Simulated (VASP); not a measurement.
Crystal: PbSe (Clausthalite).

```xyz
2
Lattice="0.0000 3.0606 3.0606 3.0606 0.0000 3.0606 3.0606 3.0606 0.0000" Properties=species:S:1:pos:R:3 pbc="T T T"
Pb    0.0000    0.0000    0.0000
Se    3.0606    3.0606    3.0606
```

| Item | Value |
| --- | --- |
| Program | VASP 6.6.1 |
| Task | relaxation of cell and atoms |
| Functional | LDA |
| Potentials or basis | VASP PAW LDA potentials, release 64 (Pb_d, Se) |
| Cutoff | 600 eV |
| k mesh | 8 × 8 × 8 |
| Occupations | fermi-dirac, width 0.05 eV |
| Spin | no spin polarisation |

At the start: pressure -2.0 GPa; volume 28.67 Å³/atom.

Q: Where does the relaxation end?

A: Over 3 steps the energy falls by 6.8 meV/atom and the volume is 27.61 Å³/atom (-3.7 %); space group Fm-3m (No. 225, to 0.05 Å).

Step by step:
| step | energy change (eV) | largest force (eV/Å) | pressure (GPa) | volume (Å³) |
| --- | --- | --- | --- | --- |
| 1 | 0.0000 | 0.0000 | -2.00 | 57.34 |
| 2 | -0.0116 | 0.0000 | 0.85 | 54.43 |
| 3 | -0.0136 | 0.0000 | 0.00 | 55.22 |

Final structure:
```
Pb Se
1.0
     0.00000    3.02238    3.02238
     3.02238    0.00000    3.02238
     3.02238    3.02238    0.00000
Pb Se
1 1
Cartesian
  0.0000 0.0000 0.0000
  3.0224 3.0224 3.0224
```

The cell as given is a measured one (28.67 Å³/atom); LDA puts the equilibrium volume -3.7 % from it, thermal expansion not counted.
